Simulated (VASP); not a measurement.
# Mg (P6_3/mmc) in VASP: a series of runs

Aim: see how the results for Mg move with the level of theory and the settings. Levels: PBEsol, RPBE. Tasks: relaxation of cell and atoms, single point.

Program: VASP 6.6.1. These are calculated values, not measurements. Logs are shortened: lines on timing, memory, paths and dates and some standing lists are left out, and cuts for length are marked.

## Step 1: Starting point

It takes space group P6_3/mmc (No. 194, hexagonal). The conventional cell has a = 3.209 Å, b = 3.209 Å, c = 5.210 Å, α = 90.00°, β = 90.00°, γ = 120.00°. Mg (site symmetry -6m2) is surrounded by 12 Mg at 3.20 to 3.21 Å.

## Step 2: Relaxation of cell and atoms, PBEsol

Contents of INCAR:

```
SYSTEM = Mg
PREC = Accurate
ENCUT = 600
EDIFF = 1E-7
ISMEAR = 0
SIGMA = 0.1
LREAL = .False.
LASPH = .True.
NELM = 60
ALGO = Normal
ISIF = 3
LWAVE = .False.
LCHARG = .False.
GGA = PS
IBRION = 2
NSW = 90
EDIFFG = -0.005
```

Contents of KPOINTS:

```
regular mesh
0
Gamma
  6 6 4
  0 0 0
```

Contents of POSCAR:

```
Mg
1.0
    3.2093000000      0.0000000000      0.0000000000
   -1.6046500000      2.7793353300      0.0000000000
    0.0000000000      0.0000000000      5.2103000000
Mg
2
Direct
    0.3333333300      0.6666666700      0.2500000000
    0.6666666700      0.3333333300      0.7500000000
```

Potentials or basis: VASP PAW PBE potentials, release 64 (Mg).

Launch:

```
$ cat potpaw_PBE.64/Mg/POTCAR > POTCAR
$ mpirun -np 1 vasp_std > vasp.out
```

OUTCAR:

```text
SYSTEM = Mg
   PREC = Accurate
   ENCUT = 600
   EDIFF = 1E-7
   ISMEAR = 0
   LREAL = .False.
   LASPH = .True.
   NELM = 60
   ISIF = 3
   GGA = PS
   IBRION = 2
   NSW = 90
   EDIFFG = -0.005

 ion  position               nearest neighbor table
   1  0.333  0.667  0.250-   2 3.20   2 3.20   2 3.20   2 3.20   2 3.20   2 3.20
   2  0.667  0.333  0.750-   1 3.20   1 3.20   1 3.20   1 3.20   1 3.20   1 3.20

  LATTYP: Found a hexagonal cell.
 ALAT       =     3.2093000000
 C/A-ratio  =     1.6235004518

  Lattice vectors:

 A1 = (   3.2093000000,   0.0000000000,   0.0000000000)
 A2 = (  -1.6046500000,   2.7793353300,   0.0000000000)
 A3 = (   0.0000000000,   0.0000000000,   5.2103000000)

Analysis of symmetry for initial positions (statically):
=====================================================================
 Subroutine PRICEL returns:
 Original cell was already a primitive cell.

 Routine SETGRP: Setting up the symmetry group for a
 hexagonal supercell.

 Subroutine GETGRP returns: Found 24 space group operations
 (whereof 12 operations were pure point group operations)
 out of a pool of 24 trial point group operations.

The static configuration has the point symmetry D_3d.
 The point group associated with its full space group is D_6h.

Analysis of symmetry for dynamics (positions and initial velocities):
=====================================================================
 Subroutine PRICEL returns:
 Original cell was already a primitive cell.

 Routine SETGRP: Setting up the symmetry group for a
 hexagonal supercell.

 Subroutine GETGRP returns: Found 24 space group operations
 (whereof 12 operations were pure point group operations)
 out of a pool of 24 trial point group operations.

The dynamic configuration has the point symmetry D_3d.
 The point group associated with its full space group is D_6h.

 Subroutine INISYM returns: Found 24 space group operations
 (whereof 12 operations are pure point group operations),
 and found     1 'primitive' translations

----------------------------------------------------------------------------------------

                                     Primitive cell

  volume of cell :      46.4744

  direct lattice vectors                    reciprocal lattice vectors
     3.209300000  0.000000000  0.000000000     0.311594429  0.179899127  0.000000000
    -1.604650000  2.779335330  0.000000000     0.000000000  0.359798254  0.000000000
[... 72 lines left out ...]
   PREC   = accura    normal or accurate (medium, high low for compatibility)
   ISTART =      0    job   : 0-new  1-cont  2-samecut
   ICHARG =      2    charge: 1-file 2-atom 10-const
   ISPIN  =      1    spin polarized calculation?
   LNONCOLLINEAR =      F non collinear calculations
   LSORBIT =      F    spin-orbit coupling
   LASPH  =      T    aspherical Exc in radial PAW
   ENCUT  =  600.0 eV  44.10 Ry    6.64 a.u.   6.41  6.41 10.41*2*pi/ulx,y,z
   NELM   =     60;   NELMIN=  2; NELMDL= -5     # of ELM steps
   EDIFF  = 0.1E-06   stopping-criterion for ELM
   LREAL  =      F    real-space projection
   EDIFFG = -.5E-02   stopping-criterion for IOM
   NSW    =     90    number of steps for IOM
   IBRION =      2    ionic relax: 0-MD 1-quasi-New 2-CG
   NFREE  =      1    steps in history (QN), initial steepest desc. (CG)
   ISIF   =      3    stress and relaxation
   ISYM   =      2    0-nonsym 1-usesym 2-fastsym
   POTIM  = 0.5000    time-step for ionic-motion
   TEBEG  =    0.0;   TEEND  =   0.0 temperature during run
   PSTRESS=    0.0 pullay stress
   NELECT =       4.0000    total number of electrons
   NUPDOWN=      -1.0000    fix difference up-down
   EMIN   =  10.00;   EMAX   =-10.00  energy-range for DOS
   EFERMI =   0.00;   METHOD = LEGACY
   ISMEAR =     0;   SIGMA  =   0.10  broadening in eV -4-tet -1-fermi 0-gaus
   EFERMI_NEDOS =   21; number of points for ismear=-14 and -15
   IALGO  =     38    algorithm
   IMIX   =      4    mixing-type and parameters
     AMIX     =   0.40;   BMIX     =  1.00
     AMIX_MAG =   1.60;   BMIX_MAG =  1.00
  volume/ion in A,a.u.               =      23.24       156.81
  Fermi-wavevector in a.u.,A,eV,Ry     =   0.722809  1.365911  7.108401  0.522453
  Thomas-Fermi vector in A             =   1.812866
   LORBIT       =      0    0 simple, 1 ext, 2 COOP (PROOUT), +10 PAW based schemes
   GGA     = PS    functional components
   LHFCALC =     F    Hartree Fock is set to
   AEXX    =    0.0000 exact exchange contribution
   IVDW    =     0    specifies the selected vdW correction
   LEPSILON=     F    determine dielectric tensor
   LRPA    =     F    only Hartree local field effects (RPA)
 conjugate gradient relaxation of ions
 non-spin polarized calculation
 Gauss-broadening in eV      SIGMA  =   0.10
  energy-cutoff  :      600.00
  volume of cell :       46.47
 maximum number of plane-waves:      1578
 NGX is ok and might be reduce to    28
   NGX = 13   NGY = 13   NGZ = 21

--------------------------------------- Ionic step        1  -------------------------------------------

 number of electron       4.0000000 magnetization

 Free energy of the ion-electron system (eV)
  ---------------------------------------------------
  ext. energy  EPLUGINS =         0.00000000
  ---------------------------------------------------
  free energy    TOTEN  =        -3.37983121 eV

  energy without entropy =       -3.37265691  energy(sigma->0) =       -3.37624406

------------------------ aborting loop because EDIFF is reached ----------------------------------------

  FORCE on cell =-STRESS in cart. coord.  units (eV):
  Direction    XX          YY          ZZ          XY          YZ          ZX
  --------------------------------------------------------------------------------------
  -------------------------------------------------------------------------------------
  Total       -0.3406379     -0.3406379     -0.3067770     -0.0000000     -0.0000000      0.0000000
  in kB      -11.7432848    -11.7432848    -10.5759510     -0.0000000     -0.0000000      0.0000000
  external PRESSURE =     -11.3541735 kB  Pullay stress =       0.0000000 kB
[... 167 lines left out ...]
--------------------------------------- Ionic step        6  -------------------------------------------

 number of electron       4.0000000 magnetization

 Free energy of the ion-electron system (eV)
  ---------------------------------------------------
  ext. energy  EPLUGINS =         0.00000000
  ---------------------------------------------------
  free energy    TOTEN  =        -3.38533573 eV

  energy without entropy =       -3.37952558  energy(sigma->0) =       -3.38243066

 E-fermi :   2.5634     XC(G=0):  -8.5991

 val. band max:        2.4681382780   @ k =   0.1667   0.1667   0.0000
 cond. band min:       2.5968902684   @ k =   0.3333   0.1667   0.0000
 fundamental gap:      0.1287519904
 Fermi energy:         2.5634313186

 k-point     1 :       0.0000    0.0000    0.0000
  band No.  band energies     occupation
      1      -4.3186      2.00000
      2       0.9410      2.00000
      3       1.3888      2.00000
      4      13.8284      0.00000
      5      13.8284      0.00000
      6      14.0078      0.00000
[... 207 lines left out ...]
  FREE ENERGIE OF THE ION-ELECTRON SYSTEM (eV)
  ---------------------------------------------------
  free  energy   TOTEN  =        -3.3853357342 eV

  energy  without entropy=       -3.3795255797  energy(sigma->0) =       -3.38243066

 reached required accuracy - stopping structural energy minimisation
```

OSZICAR:

```text
N       E                     dE             d eps       ncg     rms          rms(c)
DAV:   1    -0.379326144689E+00   -0.37933E+00   -0.13941E+03   252   0.528E+02
DAV:   2    -0.337811146145E+01   -0.29988E+01   -0.28458E+01   330   0.308E+01
DAV:   3    -0.340009950014E+01   -0.21988E-01   -0.21969E-01   372   0.334E+00
DAV:   4    -0.340016134132E+01   -0.61841E-04   -0.61840E-04   354   0.154E-01
[... 32 lines left out ...]
       N       E                     dE             d eps       ncg     rms          rms(c)
DAV:   1    -0.338533747249E+01   -0.10238E-03   -0.15785E-03   324   0.210E-01    0.927E-03
DAV:   2    -0.338533664505E+01    0.82744E-06   -0.76793E-06   270   0.208E-02    0.569E-03
DAV:   3    -0.338533572747E+01    0.91758E-06   -0.13589E-06   282   0.534E-03    0.171E-04
DAV:   4    -0.338533573416E+01   -0.66951E-08   -0.21540E-08   204   0.112E-03
   6 F= -.33853357E+01 E0= -.33824307E+01  d E =-.193531E-03
```

CONTCAR:

```text
Mg
   1.00000000000000
     3.1660808887802405   -0.0000000000000000    0.0000000000000000
    -1.5830404443901203    2.7419064816888747    0.0000000000000000
    -0.0000000000000000   -0.0000000000000000    5.1805368206564495
  Mg
     2
Direct
     0.3333333300000021    0.6666666699999979    0.2500000000000000
     0.6666666699999979    0.3333333300000021    0.7500000000000000

  0.00000000E+00  0.00000000E+00  0.00000000E+00
  0.00000000E+00  0.00000000E+00  0.00000000E+00
```

It took 16 s on 1 thread of Intel Xeon Platinum 8488C (Sapphire Rapids), shared host; peak memory 0.18 GiB.

What came out:

```yaml
Free_energy: -3.3853 eV
Relaxed_volume: 22.49 Å³/atom
Relaxed_cell: a = 3.166 Å, b = 3.166 Å, c = 5.181 Å, α = 90.00°, β = 90.00°, γ = 120.00°
Space_group_after_relaxing_to_0.05_Å: P6_3/mmc (No. 194)
Energy_gained_by_relaxing: 2.8 meV/atom
Ionic_steps: 6
Pressure_after_relaxing: 0.0 GPa
Band_gap_on_the_k_mesh: none (metal or under the smearing width)
```

Step by step:
| step | energy change (eV) | largest force (eV/Å) | pressure (GPa) | volume (Å³) |
| --- | --- | --- | --- | --- |
| 1 | 0.0000 | 0.0000 | -1.14 | 46.47 |
| 2 | -0.0050 | 0.0000 | -0.29 | 45.38 |
| 3 | -0.0053 | 0.0000 | 0.00 | 45.03 |
| 4 | -0.0053 | 0.0000 | 0.02 | 45.00 |
| 5 | -0.0054 | 0.0000 | 0.02 | 44.99 |
| 6 | -0.0055 | 0.0000 | 0.03 | 44.97 |

Final structure:
```
CELL_PARAMETERS angstrom
3.16608 0.00000 0.00000
-1.58304 2.74191 0.00000
0.00000 0.00000 5.18054
ATOMIC_POSITIONS crystal
Mg 0.33333 0.66667 0.25000
Mg 0.66667 0.33333 0.75000
```

Caveat: the k mesh is coarse (spacing up to 0.38 Å⁻¹), so the values aren't converged; the PAW data sets were made with another functional, which shifts forces and pressure a little.

(Continued in part 2 of 3.)
